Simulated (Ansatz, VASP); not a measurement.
Li2S in VASP and in Ansatz

```
Li S
1.0
     0.00000    2.85282    2.85282
     2.85282    0.00000    2.85282
     2.85282    2.85282    0.00000
Li S
2 1
Cartesian
  1.4264 1.4264 1.4264
  4.2792 4.2792 4.2792
  0.0000 0.0000 0.0000
```

Alike in both runs: functional PBE; k mesh 8 × 8 × 8; occupations gaussian, width 0.02 eV; no spin polarisation.

Ansatz relaxed the structure, and its values are those at the end. VASP's run is a single point on that final structure, the one shown.

|  | VASP | Ansatz |
| --- | --- | --- |
| version | VASP 6.6.1 | Ansatz 0.2.0 |
| potentials or method | VASP PAW PBE potentials, release 64 (Li_sv, S) | scalar-relativistic, plane waves, PAW |
| plane-wave cutoff (eV) | 520 | 420 |
| valence electrons in the cell | 12 | 12 |

|  | VASP | Ansatz | Ansatz less VASP |
| --- | --- | --- | --- |
| gap on the k mesh at the Fermi level (eV) | 3.39 | 3.39 | +0.002 |
| least direct gap on the mesh (eV) | 4.26 | 4.25 | -0.010 |

 A k mesh can miss the band edges. A hybrid or GW would open this gap; PBE tends to underestimate it.
